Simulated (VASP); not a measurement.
# Settings for BAs: band structure

BAs, F-43m (no. 216), 2 atoms in the cell. PBE, spin-orbit coupling; PAW potentials As, B (PBE set). VASP 6.6.1.

Wanted: band energies at the path's corners within 0.02 eV; smallest gap over path and mesh within 0.01 eV.

What the run is for: bands; Accuracy asked: standard; Route: fixed density (ICHARG 11).

Band energies at the path's corners: counted from the valence top.

POSCAR:
```
BAs
1.0
    0.0000000000      2.3885000000      2.3885000000
    2.3885000000      0.0000000000      2.3885000000
    2.3885000000      2.3885000000      0.0000000000
As B
1 1
Direct
    0.7500000000      0.7500000000      0.7500000000
    0.0000000000      0.0000000000      0.0000000000
```

The series start from Plane-wave cutoff (eV): 370; k-point mesh: 6 × 6 × 6; k points a path segment: 12; Electronic threshold (eV): 1e-6; Precision mode (PREC): Accurate; Bands in all (NBANDS): 32; Aspherical gradient terms in the spheres (LASPH): yes. Each series keeps the choices made before it, and each single choice may use up half of a tolerance. Times cover all steps of a run.

## Plane-wave cutoff (eV)

| Plane-wave cutoff (eV) | Band energies at the path's corners, largest deviation (eV) | Smallest gap over path and mesh (eV) | Time (s) |
|---|---|---|---|
| 260 | 0.020 | 1.098 | 50 |
| 320 | 0.003 | 1.107 | 63 |
| 370 | 0.001 | 1.109 | 84 |
| 420 | 0.000 | 1.109 | 84 |
| 510 (reference) | 0.000 | 1.109 | 162 |

## k-point mesh

| k-point mesh | Band energies at the path's corners, largest deviation (eV) | Smallest gap over path and mesh (eV) | Time (s) |
|---|---|---|---|
| 3 × 3 × 3 | 0.050 | 1.069 | 53 |
| 4 × 4 × 4 | 0.018 | 1.095 | 58 |
| 5 × 5 × 5 | 0.007 | 1.101 | 60 |
| 6 × 6 × 6 | 0.003 | 1.107 | 63 |
| 8 × 8 × 8 | 0.001 | 1.109 | 80 |
| 10 × 10 × 10 (reference) | 0.000 | 1.107 | 119 |

## Electronic threshold (eV)

| Electronic threshold (eV) | Band energies at the path's corners, largest deviation (eV) | Smallest gap over path and mesh (eV) | Time (s) |
|---|---|---|---|
| 0.001 | 0.003 | 1.105 | 73 |
| 0.0001 | 0.001 | 1.107 | 89 |
| 1e-5 | 0.000 | 1.107 | 88 |
| 1e-6 | 0.000 | 1.107 | 63 |
| 1e-7 (reference) | 0.000 | 1.107 | 75 |

## Precision mode (PREC)

| Precision mode (PREC) | Band energies at the path's corners, largest deviation (eV) | Smallest gap over path and mesh (eV) | Time (s) |
|---|---|---|---|
| SingleN | 0.000 | 1.105 | 30 |
| Normal | 0.000 | 1.105 | 32 |
| Accurate (reference) | 0.000 | 1.105 | 73 |

## Bands in all (NBANDS)

| Bands in all (NBANDS) | Band energies at the path's corners, largest deviation (eV) | Smallest gap over path and mesh (eV) | Time (s) |
|---|---|---|---|
| 12 | 0.077 | 1.103 | 14 |
| 14 | 0.002 | 1.104 | 15 |
| 16 | 0.001 | 1.104 | 17 |
| 20 | 0.001 | 1.104 | 21 |
| 32 | 0.000 | 1.105 | 30 |
| 52 (reference) | 0.000 | 1.105 | 46 |

## Aspherical gradient terms in the spheres (LASPH)

| Aspherical gradient terms in the spheres (LASPH) | Band energies at the path's corners, largest deviation (eV) | Smallest gap over path and mesh (eV) | Time (s) |
|---|---|---|---|
| yes | 0.000 | 1.104 | 15 |
| no | 0.001 | 1.104 | 12 |

## Question

The rows run from the loosest to the tightest (no order: aspherical gradient terms in the spheres). For each series: choose the loosest value from which every tighter one stays within half of the tolerance; where there is no order, keep the first row unless others stay within half of the tolerance and take at least 30 % less time, and then take the fastest.

## Answer

- Plane-wave cutoff (eV): 320
- k-point mesh: 6 × 6 × 6
- Electronic threshold (eV): 0.001
- Precision mode (PREC): SingleN
- Bands in all (NBANDS): 14
- Aspherical gradient terms in the spheres (LASPH): yes

## All choices together

| Input | Band energies at the path's corners, largest deviation (eV) | Smallest gap over path and mesh (eV) | Time (s) |
|---|---|---|---|
| the program's defaults (naive) | 0.010 | 1.101 | 24 |
| chosen settings | 0.009 | 1.104 | 15 |
| reference settings throughout | 0.000 | 1.109 | 731 |

The tolerance is met.

## The input

INCAR.step1:
```
GGA = PE
LSORBIT = T
MAGMOM = 0 0 0 0 0 0
LORBIT = 11
ISMEAR = 0
SIGMA = 0.03
LWAVE = F
LCHARG = T
NBANDS = 14
PREC = SingleN
LASPH = T
LREAL = F
ALGO = Normal
EDIFF = 0.001
NELM = 200
GGA_COMPAT = F
ENCUT = 320
EFERMI = MIDGAP
```

INCAR.step2, as INCAR.step1 but for:
```
- LCHARG = T
+ LCHARG = F
+ ICHARG = 11
```

KPOINTS.step1:
```
Automatic mesh
0
Gamma
  6 6 6
  0 0 0
```

KPOINTS.step2:
```
path GXWKGLUWLK,UX
12
line-mode
reciprocal
 0.0000000000  0.0000000000  0.0000000000  G
 0.5000000000  0.0000000000  0.5000000000  X

 0.5000000000  0.0000000000  0.5000000000  X
 0.5000000000  0.2500000000  0.7500000000  W

 0.5000000000  0.2500000000  0.7500000000  W
 0.3750000000  0.3750000000  0.7500000000  K

 0.3750000000  0.3750000000  0.7500000000  K
 0.0000000000  0.0000000000  0.0000000000  G

 0.0000000000  0.0000000000  0.0000000000  G
 0.5000000000  0.5000000000  0.5000000000  L

 0.5000000000  0.5000000000  0.5000000000  L
 0.6250000000  0.2500000000  0.6250000000  U

 0.6250000000  0.2500000000  0.6250000000  U
 0.5000000000  0.2500000000  0.7500000000  W

 0.5000000000  0.2500000000  0.7500000000  W
 0.5000000000  0.5000000000  0.5000000000  L

 0.5000000000  0.5000000000  0.5000000000  L
 0.3750000000  0.3750000000  0.7500000000  K

 0.6250000000  0.2500000000  0.6250000000  U
 0.5000000000  0.0000000000  0.5000000000  X
```

Commands (each step's output is kept before the next begins):
```
cat potpaw_PBE.64/As/POTCAR potpaw_PBE.64/B/POTCAR > POTCAR
cp INCAR.step1 INCAR
cp KPOINTS.step1 KPOINTS
mpirun -np 1 vasp_ncl > vasp.out
cp INCAR.step2 INCAR
cp KPOINTS.step2 KPOINTS
mpirun -np 1 vasp_ncl > vasp.out
```

The naive input happens to agree within the tolerance here, in 24 s.

Limits: PBE gaps are mostly well below measured ones.

The chosen input took VASP 6.6.1 15 s on 1 core (Intel Xeon Platinum 8259CL @ 2.50GHz (Skylake/Cascade Lake)), a shared host.

## An input that fails: fixed density asked without a density file

VASP's message: ERROR: charge density could not be read from file CHGCAR for ICHARG>10.

Changes against the starting input:
```
- LCHARG = True
- NELM = 200
+ LCHARG = False
+ NELM = 90
+ ICHARG = 11
```
